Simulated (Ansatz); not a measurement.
# BN: what a guessed cell relaxes into, part 2 of 3

Where does this trial cell of BN go when cell and atoms are let free?

Ansatz 0.2.0; DFT PBE, scalar-relativistic, plane waves, PAW. The steps go on from the part before.

## 3. A loose first relaxation

Input file input.yaml:

```yaml
crystal:
  lattice:
    - [5.99901201, 0.0, 0.0]
    - [0.0, 2.49132903, 0.0]
    - [-2.77726245, 0.0, 5.31742027]
  atoms:
    - { symbol: B, position: [0.08004291, 0.25, 0.1597022] }
    - { symbol: B, position: [0.91995709, 0.75, 0.8402978] }
    - { symbol: B, position: [0.63418949, 0.25, 0.98615356] }
    - { symbol: B, position: [0.36581051, 0.75, 0.01384644] }
    - { symbol: B, position: [0.87159838, 0.75, 0.35869266] }
    - { symbol: B, position: [0.12840162, 0.25, 0.64130734] }
    - { symbol: "N", position: [0.1597022, 0.75, 0.08004291] }
    - { symbol: "N", position: [0.8402978, 0.25, 0.91995709] }
    - { symbol: "N", position: [0.98615356, 0.75, 0.63418949] }
    - { symbol: "N", position: [0.01384644, 0.25, 0.36581051] }
    - { symbol: "N", position: [0.35869266, 0.25, 0.87159838] }
    - { symbol: "N", position: [0.64130734, 0.75, 0.12840162] }
basis:
  ecutwfc: 420
kpoints:
  mp_grid: { grid: [4, 8, 4] }
hamiltonian:
  xc: pbe
scf:
  occupations: { method: gaussian, width: 0.1 }
  lower_state_search: "off"
output:
  forces: true
  stress: true
  eigenvalues: true
relax:
  adjacent_minimum: "off"
  f_tol: 0.04
  max_steps: 70
  cell: { stress_tol: 0.4 }
```

On the command line:

```sh
$ ansatz run input.yaml --threads 1 --pin off --max-ram 2560MiB --backend cpu --events-out ev --progress --plain --runs-dir out
```

What it wrote:

```text
Warning: RAYON_NUM_THREADS=1 ignored (pool sized by the plan → 1); use --threads N
Engine: ansatz 0.2.0, x86_64-unknown-linux-gnu
Pseudopotentials: kind: paw
Pseudopotential: B, paw, valence charge 3, recommended cutoff 420 eV (normal), B.paw.azcp
Pseudopotential: N, paw, valence charge 5, recommended cutoff 420 eV (normal), N.paw.azcp
Functional definition: PBE
  parameter kappa = 0.804
  parameter beta = 0.06672455060314922
  exchange = pbe_x(kappa = kappa, mu = beta*pi^2/3)
  correlation = pbe_c(beta = beta)
Crystal: 12 atoms, lattice volume = 79.472 Å³
Basis set: ecut = 420 eV, 1531 PW (Γ), exchange–correlation on 90×36×90 points (8 copies of the dense FFT grid, shifted against one another)
Bands: 36, of which v1, the nominal top of the filled ones, is band 24 counted from 1 (23 counted from 0)
Symmetry: 4 space group operations
Space group: P21/m (ITA 11), of the structure as read, at distance tolerance 4.3e-5 Å
k-points: 50 of 128
Non-local potential: B, projectors of the file, l = 0: 2, l = 1: 2, l = 2: 1
Non-local potential: N, projectors of the file, l = 0: 2, l = 1: 2, l = 2: 1
PAW form: soft (Blöchl's): semilocal exchange-correlation on the pseudo side does not see the compensation charge
PAW one-centre angular grid: B, 110 points (default); XC on 64 Gauss nodes
PAW one-centre angular grid: N, 110 points (default); XC on 64 Gauss nodes
Initial density: superposition of atomic densities (neutral atoms: chi_scale 0, normalization atom), corrected by the library's trained network
Initial wavefunctions: pseudopotential atomic-orbital guess
Functional: x = pbe(κ = 0.804, μ = 0.2195149727645171), c = pbe(β = 0.06672455060314922)
SCF iter   1: F=—  HF=-3245.391086 eV  |F-HF|=—  |Δ(HF+E_count)|=         —  Δρ=1.25e-2  dr2=1.67e-1  ethr=1.77e-3  ⟨swp⟩=7.0  Hψ=9854  notcnv=0  defer=65
preconditioner: auto → Resta (q_TF=auto, 2.508 Å⁻¹)  ε∞=3.6  [insulator: Δε(μ)=4.195 eV  Ē_g=17.981 eV  σ=0.100 eV  W_gap=1.00  n_scr=18 (ndim 8)  ℏωp=28.9 eV  f_vac=0.120  D(μ)=0.00/eV (n_scr^D=0)  ε∞_Penn≈3.6]
SCF iter   2: F=—  HF=-3245.357570 eV  |F-HF|=—  |Δ(HF+E_count)|=   3.35e-2  Δρ=6.23e-3  dr2=3.65e-2  ethr=3.49e-4  ⟨swp⟩=2.3  Hψ=2653  notcnv=0  defer=250
SCF iter   3: F=—  HF=-3245.353612 eV  |F-HF|=—  |Δ(HF+E_count)|=   3.96e-3  Δρ=1.66e-3  dr2=4.16e-3  ethr=7.60e-5  ⟨swp⟩=2.1  Hψ=2340  notcnv=0  defer=250
SCF iter   4: F=—  HF=-3245.354785 eV  |F-HF|=—  |Δ(HF+E_count)|=   1.17e-3  Δρ=5.98e-4  dr2=6.18e-4  ethr=8.67e-6  ⟨swp⟩=2.3  Hψ=2399  notcnv=0  defer=250
SCF iter   5: F=—  HF=-3245.355289 eV  |F-HF|=—  |Δ(HF+E_count)|=   5.03e-4  Δρ=1.97e-4  dr2=4.08e-5  ethr=1.29e-6  ⟨swp⟩=2.2  Hψ=2475  notcnv=0  defer=250
SCF iter   6: F=—  HF=-3245.355267 eV  |F-HF|=—  |Δ(HF+E_count)|=   2.19e-5  Δρ=6.79e-5  dr2=3.20e-6  ethr=8.51e-8  ⟨swp⟩=2.1  Hψ=2818  notcnv=0  defer=317
SCF iter   7: F=—  HF=-3245.355268 eV  |F-HF|=—  |Δ(HF+E_count)|=   1.56e-6  Δρ=2.71e-5  dr2=5.10e-7  ethr=6.66e-9  ⟨swp⟩=2.0  Hψ=2626  notcnv=0  defer=317
SCF iter   8: F=-3245.355269 eV  HF=-3245.355269 eV  |F-HF|=5.08e-8  |Δ(HF+E_count)|=   2.41e-7  Δρ=5.12e-6  dr2=2.54e-8  ethr=2.08e-10  ⟨swp⟩=14.1  Hψ=10767  notcnv=0
SCF 1 converged in 8 iterations: F = -3245.355269 eV  dr2 = 2.54e-8
relax step   1: F+E_penalty+E_count = -3245.35526855 eV  Δ(F+E_penalty+E_count) = +0.000e0 eV  max|allowed force component| = 5.192e0 eV/Å  Δτ_max = 0.0000 Å  P = +70.029 GPa  Ω = 79.472 Å³  (8 SCF iters, dr2 threshold 1.00e-7 eV, accepted)
Crystal: 12 atoms, lattice volume = 87.051 Å³
Basis set: ecut = 420 eV, 1723 PW (Γ), exchange–correlation on 90×36×90 points (8 copies of the dense FFT grid, shifted against one another)
Initial density: handed on by an earlier stage of this run
Initial wavefunctions: those handed on with the density
iter 1 solved again at ethr=1.83e-3 eV; its pass at ethr=3.10e-3 eV (dr2=8.79e-1 eV) is discarded
SCF iter   1: F=—  HF=-3249.045730 eV  |F-HF|=—  |Δ(HF+E_count)|=         —  Δρ=2.98e-2  dr2=8.73e-1  ethr=1.83e-3  ⟨swp⟩=2.0  Hψ=10700  notcnv=0
preconditioner: auto → Resta (q_TF=auto, 2.471 Å⁻¹)  ε∞=3.6  [insulator: Δε(μ)=4.084 eV  Ē_g=16.990 eV  σ=0.100 eV  W_gap=1.00  n_scr=20 (ndim 8)  ℏωp=27.6 eV  f_vac=0.157  D(μ)=0.00/eV (n_scr^D=0)  ε∞_Penn≈3.6  vacuum switching on, ρ_ref=2.1e-2 e/Å³]
SCF iter   2: F=—  HF=-3248.809656 eV  |F-HF|=—  |Δ(HF+E_count)|=   2.36e-1  Δρ=1.30e-2  dr2=1.92e-1  ethr=1.82e-3  ⟨swp⟩=3.0  Hψ=3370  notcnv=0
SCF iter   3: F=—  HF=-3248.749851 eV  |F-HF|=—  |Δ(HF+E_count)|=   5.98e-2  Δρ=3.23e-3  dr2=1.48e-2  ethr=4.00e-4  ⟨swp⟩=2.6  Hψ=3258  notcnv=0  defer=7
SCF iter   4: F=—  HF=-3248.747686 eV  |F-HF|=—  |Δ(HF+E_count)|=   2.16e-3  Δρ=1.17e-3  dr2=1.32e-3  ethr=3.09e-5  ⟨swp⟩=2.5  Hψ=3081  notcnv=0  defer=7
SCF iter   5: F=—  HF=-3248.748078 eV  |F-HF|=—  |Δ(HF+E_count)|=   3.92e-4  Δρ=2.11e-4  dr2=3.42e-5  ethr=2.75e-6  ⟨swp⟩=2.7  Hψ=3081  notcnv=0  defer=7
SCF iter   6: F=—  HF=-3248.748015 eV  |F-HF|=—  |Δ(HF+E_count)|=   6.36e-5  Δρ=1.02e-4  dr2=7.62e-6  ethr=7.12e-8  ⟨swp⟩=2.0  Hψ=2845  notcnv=0  defer=7
SCF iter   7: F=-3248.748014 eV  HF=-3248.748014 eV  |F-HF|=1.67e-8  |Δ(HF+E_count)|=   1.07e-6  Δρ=2.19e-5  dr2=3.55e-7  ethr=2.50e-9  ⟨swp⟩=8.1  Hψ=10722  notcnv=0
SCF 2 converged in 7 iterations: F = -3248.748014 eV  dr2 = 3.55e-7
relax step   2: F+E_penalty+E_count = -3248.74801366 eV  Δ(F+E_penalty+E_count) = -3.393e0 eV  max|allowed force component| = 2.208e0 eV/Å  Δτ_max = 0.0559 Å  P = +24.867 GPa  Ω = 87.051 Å³  energy of the carried Pulay correction = -3.492e-2 eV  (7 SCF iters, dr2 threshold 1.20e-6 eV, accepted)
Crystal: 12 atoms, lattice volume = 91.672 Å³
Basis set: ecut = 420 eV, 1799 PW (Γ), exchange–correlation on 90×36×90 points (8 copies of the dense FFT grid, shifted against one another)
iter 1 solved again at ethr=6.53e-4 eV; its pass at ethr=3.10e-3 eV (dr2=3.14e-1 eV) is discarded
SCF iter   1: F=—  HF=-3249.542607 eV  |F-HF|=—  |Δ(HF+E_count)|=         —  Δρ=1.71e-2  dr2=3.11e-1  ethr=6.53e-4  ⟨swp⟩=2.2  Hψ=9845  notcnv=0
preconditioner: auto → Resta (q_TF=auto, 2.449 Å⁻¹)  ε∞=3.6  [insulator: Δε(μ)=4.322 eV  Ē_g=16.592 eV  σ=0.100 eV  W_gap=1.00  n_scr=20 (ndim 8)  ℏωp=26.9 eV  f_vac=0.149  D(μ)=0.00/eV (n_scr^D=0)  ε∞_Penn≈3.6]
SCF iter   2: F=—  HF=-3249.457210 eV  |F-HF|=—  |Δ(HF+E_count)|=   8.54e-2  Δρ=7.53e-3  dr2=7.01e-2  ethr=6.49e-4  ⟨swp⟩=3.0  Hψ=3319  notcnv=0
SCF iter   3: F=—  HF=-3249.435120 eV  |F-HF|=—  |Δ(HF+E_count)|=   2.21e-2  Δρ=1.79e-3  dr2=5.14e-3  ethr=1.46e-4  ⟨swp⟩=2.4  Hψ=3182  notcnv=0
SCF iter   4: F=—  HF=-3249.433719 eV  |F-HF|=—  |Δ(HF+E_count)|=   1.40e-3  Δρ=7.06e-4  dr2=7.45e-4  ethr=1.07e-5  ⟨swp⟩=2.3  Hψ=2861  notcnv=0
SCF iter   5: F=—  HF=-3249.433258 eV  |F-HF|=—  |Δ(HF+E_count)|=   4.61e-4  Δρ=1.57e-4  dr2=3.51e-5  ethr=1.55e-6  ⟨swp⟩=2.6  Hψ=2837  notcnv=0
SCF iter   6: F=—  HF=-3249.433232 eV  |F-HF|=—  |Δ(HF+E_count)|=   2.57e-5  Δρ=5.26e-5  dr2=3.07e-6  ethr=7.31e-8  ⟨swp⟩=2.1  Hψ=2684  notcnv=0
SCF iter   7: F=-3249.433231 eV  HF=-3249.433231 eV  |F-HF|=4.00e-7  |Δ(HF+E_count)|=   9.17e-7  Δρ=2.75e-5  dr2=6.26e-7  ethr=2.50e-9  ⟨swp⟩=10.1  Hψ=9770  notcnv=0
SCF 3 converged in 7 iterations: F = -3249.433231 eV  dr2 = 6.26e-7
relax step   3: F+E_penalty+E_count = -3249.43323100 eV  Δ(F+E_penalty+E_count) = -6.852e-1 eV  max|allowed force component| = 7.119e-1 eV/Å  Δτ_max = 0.0456 Å  P = +3.835 GPa  Ω = 91.672 Å³  energy of the carried Pulay correction = -5.471e-2 eV  (7 SCF iters, dr2 threshold 1.20e-6 eV, accepted)
[... from here on, the SCF cycles and remarks between the steps are left out ...]
relax step   4: F+E_penalty+E_count = -3249.71284908 eV  Δ(F+E_penalty+E_count) = -2.796e-1 eV  max|allowed force component| = 8.576e-1 eV/Å  Δτ_max = 0.2000 Å  P = -0.749 GPa  Ω = 92.502 Å³  energy of the carried Pulay correction = -5.815e-2 eV  (7 SCF iters, dr2 threshold 1.20e-6 eV, accepted)
relax step   5: F+E_penalty+E_count = -3250.35837495 eV  Δ(F+E_penalty+E_count) = -6.455e-1 eV  max|allowed force component| = 1.858e0 eV/Å  Δτ_max = 0.1938 Å  P = +2.674 GPa  Ω = 91.526 Å³  energy of the carried Pulay correction = -5.410e-2 eV  (7 SCF iters, dr2 threshold 1.20e-6 eV, accepted)
relax step   6: F+E_penalty+E_count = -3250.78606239 eV  Δ(F+E_penalty+E_count) = -4.277e-1 eV  max|allowed force component| = 2.104e0 eV/Å  Δτ_max = 0.1933 Å  P = +5.732 GPa  Ω = 90.634 Å³  energy of the carried Pulay correction = -5.036e-2 eV  (7 SCF iters, dr2 threshold 1.20e-6 eV, accepted)
relax step   7: F+E_penalty+E_count = -3251.30953494 eV  Δ(F+E_penalty+E_count) = -5.235e-1 eV  max|allowed force component| = 5.046e-1 eV/Å  Δτ_max = 0.2000 Å  P = +0.625 GPa  Ω = 91.106 Å³  energy of the carried Pulay correction = -5.234e-2 eV  (7 SCF iters, dr2 threshold 1.20e-6 eV, accepted)
relax step   8: F+E_penalty+E_count = -3251.37752590 eV  Δ(F+E_penalty+E_count) = -6.799e-2 eV  max|allowed force component| = 4.204e-1 eV/Å  Δτ_max = 0.2000 Å  P = +0.089 GPa  Ω = 90.053 Å³  energy of the carried Pulay correction = -4.790e-2 eV  (7 SCF iters, dr2 threshold 1.20e-6 eV, accepted)
relax step   9: F+E_penalty+E_count = -3251.37043847 eV  Δ(F+E_penalty+E_count) = +7.087e-3 eV  max|allowed force component| = 6.205e-1 eV/Å  Δτ_max = 0.0695 Å  P = -0.105 GPa  Ω = 89.966 Å³  energy of the carried Pulay correction = -4.753e-2 eV  (6 SCF iters, dr2 threshold 1.20e-6 eV, rejected (line search))
relax step  10: F+E_penalty+E_count = -3251.41026625 eV  Δ(F+E_penalty+E_count) = -3.274e-2 eV  max|allowed force component| = 9.196e-2 eV/Å  Δτ_max = 0.0354 Å  P = +0.097 GPa  Ω = 90.114 Å³  energy of the carried Pulay correction = -4.816e-2 eV  (8 SCF iters, accepted)
relax step  11: F+E_penalty+E_count = -3251.41161933 eV  Δ(F+E_penalty+E_count) = -1.353e-3 eV  max|allowed force component| = 1.396e-2 eV/Å  Δτ_max = 0.0083 Å  P = +0.012 GPa  Ω = 90.169 Å³  energy of the carried Pulay correction = -4.839e-2 eV  (5 SCF iters, dr2 threshold 5.28e-7 eV, accepted)
relax step  12: F+E_penalty+E_count = -3251.51247113 eV  Δ(F+E_penalty+E_count) = -1.009e-1 eV  max|allowed force component| = 1.788e-2 eV/Å  Δτ_max = 0.0000 Å  P = +1.576 GPa  Ω = 90.169 Å³  stress off target by 1.97e0 GPa  SCF on the basis re-selected at this cell (its energy is not comparable with the rows above)  (6 SCF iters)
relax step  13: F+E_penalty+E_count = -3251.51224155 eV  Δ(F+E_penalty+E_count) = +2.296e-4 eV  max|allowed force component| = 2.793e-2 eV/Å  Δτ_max = 0.0088 Å  P = -0.237 GPa  Ω = 90.867 Å³  energy of the carried Pulay correction = -3.404e-3 eV  (5 SCF iters, dr2 threshold 1.20e-6 eV, accepted)
relax step  14: F+E_penalty+E_count = -3251.51260702 eV  Δ(F+E_penalty+E_count) = -3.655e-4 eV  max|allowed force component| = 7.599e-3 eV/Å  Δτ_max = 0.0031 Å  P = -0.001 GPa  Ω = 90.826 Å³  energy of the carried Pulay correction = -3.205e-3 eV  (4 SCF iters, dr2 threshold 4.01e-7 eV, accepted)
iter 1 solved again at ethr=3.75e-8 eV; its pass at ethr=3.10e-3 eV (dr2=1.80e-5 eV) is discarded
SCF iter   1: F=—  HF=-3251.516129 eV  |F-HF|=—  |Δ(HF+E_count)|=         —  Δρ=6.09e-5  dr2=5.76e-7  ethr=3.75e-8  ⟨swp⟩=3.2  Hψ=13795  notcnv=0
preconditioner: auto → Resta (q_TF=auto, 2.453 Å⁻¹)  ε∞=3.7  [insulator: Δε(μ)=3.703 eV  Ē_g=16.357 eV  σ=0.100 eV  W_gap=1.00  n_scr=18 (ndim 8)  ℏωp=27.0 eV  f_vac=0.023  D(μ)=0.00/eV (n_scr^D=0)  ε∞_Penn≈3.7]
SCF iter   2: F=—  HF=-3251.516060 eV  |F-HF|=—  |Δ(HF+E_count)|=   6.87e-5  Δρ=3.19e-5  dr2=1.76e-7  ethr=1.20e-9  ⟨swp⟩=2.5  Hψ=2902  notcnv=0
SCF iter   3: F=—  HF=-3251.516062 eV  |F-HF|=—  |Δ(HF+E_count)|=   1.96e-6  Δρ=5.74e-6  dr2=2.19e-8  ethr=3.66e-10  ⟨swp⟩=2.0  Hψ=2860  notcnv=0
SCF iter   4: F=-3251.516062 eV  HF=-3251.516062 eV  |F-HF|=3.67e-9  |Δ(HF+E_count)|=   1.21e-8  Δρ=1.45e-6  dr2=1.97e-9  ethr=1.60e-11  ⟨swp⟩=7.1  Hψ=6975  notcnv=0
SCF 15 converged in 4 iterations: F = -3251.516062 eV  dr2 = 1.97e-9
relax step  15: F+E_penalty+E_count = -3251.51606232 eV  Δ(F+E_penalty+E_count) = -3.455e-3 eV  max|allowed force component| = 7.578e-3 eV/Å  Δτ_max = 0.0000 Å  P = +0.014 GPa  Ω = 90.826 Å³  stress off target by 5.81e-2 GPa  SCF on the basis re-selected at this cell (its energy is not comparable with the rows above)  (4 SCF iters)
basis re-selected at this cell: Δ(F+E_penalty+E_count) = -3.455e-3 eV, ΔP = +0.014 GPa vs the last step (what re-selecting the basis moved, of the pressure what is left beyond the Pulay correction that the steps carried, after the strain that the cell walked since its last selection, with what the two solves' SCF thresholds leave and, on support functions, any second-order correction that the steps lacked; it is no measure of the basis error at this ecutwfc). This SCF's stress stands 5.81e-2 GPa from its target on what of the cell is left free (relax.cell.stress_tol is 4.00e-1 GPa) and its largest allowed force component is 7.58e-3 eV/Å (relax.f_tol is 4.00e-2 eV/Å): within both
SCF converged after 4 iterations
Free energy (F): -3251.516062 eV
Harris-Foulkes:  -3251.516062 eV  (|F-HF|=3.67e-9)
Internal energy: -3251.516062 eV  (E = F + TS)
E sigma→0 (E₀):  -3251.516062 eV
Fermi energy:    9.140542 eV
--- Per-component energies (eV) ---
  E_band       = -10.107172
  E_kinetic    = 1102.951623
  E_local      = -1781.514316  (includes V_loc(G=0)·N_el)
  E_nonlocal   = 341.852638
  E_hartree    = 576.103247
  E_xc         = -555.890520
  E_vxc        = -690.537911  (∫ρ·V_xc dr)
  E_paw        = -1239.045317  (= ΣΔE_a)
  E_vpaw       = -135.066207  (= ΣTr[D̂ρ^β])
  E_aug_tail   = 0.000613  (compensation charges beyond the density's cutoff)
  E_ewald      = -1695.974031
  E_smearing   = -0.000000  (= −TS)
  E_closure    = 0.000000  (closes the sum)
  Σ components = -3251.516062   (vs F -3251.516062, Δ=0.00e0)
--- Forces (eV/Å), atoms counted from 1 ---
  atom   1  B      0.00145877     0.00000000    -0.00097603
  atom   2  B     -0.00145877    -0.00000000     0.00097603
  atom   3  B     -0.00231075     0.00000000    -0.00209882
  atom   4  B      0.00231075    -0.00000000     0.00209882
  atom   5  B     -0.00637522    -0.00000000    -0.00302686
  atom   6  B      0.00637522     0.00000000     0.00302686
  atom   7  N     -0.00069000     0.00000000     0.00112647
  atom   8  N      0.00069000    -0.00000000    -0.00112647
  atom   9  N     -0.00757837     0.00000000    -0.00109689
  atom  10  N      0.00757837    -0.00000000     0.00109689
  atom  11  N     -0.00069931     0.00000000    -0.00755645
  atom  12  N      0.00069931    -0.00000000     0.00755645
  max |Σ_I F_I| component: 8.67e-19 eV/Å
--- Stress (GPa, compression-positive) ---
        0.057857       0.000000       0.002787
        0.000000      -0.039805      -0.000000
        0.002762      -0.000000       0.022705
  P = ⅓ Tr σ = 0.0136 GPa (0.136 kbar)
--- Band table (eV; the first three rows and the last of 50) ---
  k-point 0: bands = ["-12.0947", "-10.6534", "-9.4455", "-8.8734", "-8.7695", "-7.0795", "-1.8285", "-1.3216", "-0.8418", "1.0523", "1.5883", "2.5976", "3.3569", "3.4082", "3.6950", "4.2488", "4.5013", "4.7179", "4.7665", "5.1325", "5.5780", "6.1743", "6.4722", "7.2902", "11.7253", "13.4797", "14.0019", "14.9646", "15.4926", "16.2418", "16.3547", "16.9138", "17.0102", "17.1028", "17.5698", "18.1635"]
  k-point 1: bands = ["-11.9574", "-10.9880", "-9.3756", "-9.0987", "-8.2529", "-7.1331", "-2.2412", "-1.7415", "0.0140", "0.9524", "2.1812", "2.6707", "2.7222", "3.4988", "3.6682", "4.1399", "4.2457", "4.4890", "4.6772", "5.0518", "5.9313", "6.3876", "6.5656", "7.1383", "12.0065", "14.0255", "14.1906", "14.5880", "15.5809", "15.7658", "16.5923", "16.9805", "17.0489", "17.1779", "17.4242", "18.2112"]
  k-point 2: bands = ["-11.6543", "-11.4419", "-9.2969", "-9.2321", "-7.6966", "-7.3760", "-2.3953", "-2.1593", "0.9148", "1.0775", "2.0759", "2.3460", "3.0512", "3.0818", "3.5542", "3.9443", "4.0880", "4.4834", "4.6207", "5.1400", "6.3572", "6.4929", "6.5759", "6.8644", "12.7019", "13.3127", "14.4813", "15.1237", "15.3998", "16.2612", "16.4394", "16.7148", "17.2272", "17.2670", "17.3618", "17.8217"]
  k-point 49: bands = ["-8.5059", "-8.5059", "-7.9177", "-7.9177", "-7.3844", "-7.3844", "-1.7974", "-1.7974", "-1.5668", "-1.5668", "-0.7028", "-0.7028", "1.4842", "1.4842", "2.5562", "2.5562", "2.7446", "2.7446", "3.6489", "3.6489", "5.1431", "5.1431", "6.6462", "6.6462", "11.4964", "11.4964", "14.1008", "14.1008", "15.8833", "15.8833", "16.8606", "16.8606", "17.9544", "17.9544", "19.5135", "19.5135"]
--- Relaxed structure (13 steps of the walk, 12 accepted, 2 SCFs on fresh bases) ---
  F+E_penalty+E_count = -3251.51606232 eV   max|allowed force component| = 7.578e-3 eV/Å   (the final SCF, on the basis selected at the relaxed cell)
  cell:  # Å, volume = 90.8263 Å³
    - [6.375114918138201, 1.3189008437451001e-17, -0.05939801348429078]
    - [5.4772618461780016e-18, 2.548058394980384, -2.854519660601427e-17]
    - [-3.0040299048308037, -6.703193303140825e-17, 5.619305258622175]
  atoms:
    - { symbol: B, position: [0.22731931606834738, 0.24999999999999994, 0.2806878849193247] }
    - { symbol: B, position: [0.7726806839316526, 0.7499999999999998, 0.7193121150806753] }
    - { symbol: B, position: [0.6124051721376681, 0.24999999999999994, 0.95736884162293] }
    - { symbol: B, position: [0.3875948278623319, 0.7499999999999998, 0.04263115837706985] }
    - { symbol: B, position: [0.9085694506679792, 0.7499999999999998, 0.34339181569580807] }
    - { symbol: B, position: [0.09143054933202086, 0.24999999999999997, 0.6566081843041922] }
    - { symbol: N, position: [0.29337541236377074, 0.7499999999999998, 0.2193045289434338] }
    - { symbol: N, position: [0.7066245876362294, 0.24999999999999997, 0.7806954710565664] }
    - { symbol: N, position: [0.9365223300150478, 0.7499999999999998, 0.6139341954510127] }
    - { symbol: N, position: [0.06347766998495226, 0.24999999999999994, 0.38606580454898737] }
    - { symbol: N, position: [0.3284508185358434, 0.24999999999999997, 0.884331633183176] }
    - { symbol: N, position: [0.6715491814641568, 0.7499999999999998, 0.1156683668168242] }
```

Wall time 5.9 min (1 thread of Intel Xeon at 2.50GHz (Skylake/Cascade Lake), shared host); peak memory 0.45 GiB.

Relaxation path:

| step | energy from step 1 (eV/cell) | largest force component (eV/Å) | pressure (GPa) | volume (Å³) |
| --- | --- | --- | --- | --- |
| 1 | 0.0000 | 5.1916 | 70.03 | 79.47 |
| 2 | -3.3927 | 2.2077 | 24.87 | 87.05 |
| 3 | -4.0780 | 0.7119 | 3.83 | 91.67 |
| 4 | -4.3576 | 0.8576 | -0.75 | 92.50 |
| 5 | -5.0031 | 1.8585 | 2.67 | 91.53 |
| 6 | -5.4308 | 2.1040 | 5.73 | 90.63 |
| 7 | -5.9543 | 0.5046 | 0.62 | 91.11 |
| 8 | -6.0223 | 0.4204 | 0.09 | 90.05 |
| 9 | -6.0152 | 0.6205 | -0.11 | 89.97 |
| 10 | -6.0550 | 0.0920 | 0.10 | 90.11 |
| 11 | -6.0563 | 0.0140 | 0.01 | 90.17 |
| 12 | -6.1572 | 0.0179 | 1.58 | 90.17 |
| 13 | -6.1570 | 0.0279 | -0.24 | 90.87 |
| 14 | -6.1573 | 0.0076 | 0.00 | 90.83 |
| 15 | -6.1608 | 0.0076 | 0.01 | 90.83 |

Step 1 is the start. Steps 12, 15 each repeat the geometry before them on a plane-wave basis chosen anew, so the energy can jump there without any move. Step 9 was tried and not accepted.

|  | before | after | change |
| --- | --- | --- | --- |
| a (Å) | 5.999 | 6.375 | +6.3 % |
| b (Å) | 2.491 | 2.548 | +2.3 % |
| c (Å) | 5.999 | 6.372 | +6.2 % |
| β (°) | 117.58 | 118.66 | +0.9 % |
| volume (Å³/atom) | 6.62 | 7.57 | +14.3 % |
| shortest distance (Å) | 1.432 | 1.453 | +1.5 % |
| space group (0.01 Å) | P2_1/m | P2_1/m | same |

Forces and stress were held to the start's 4 operations: a distortion of lower symmetry was not tested.

[end of part 2 of 3]
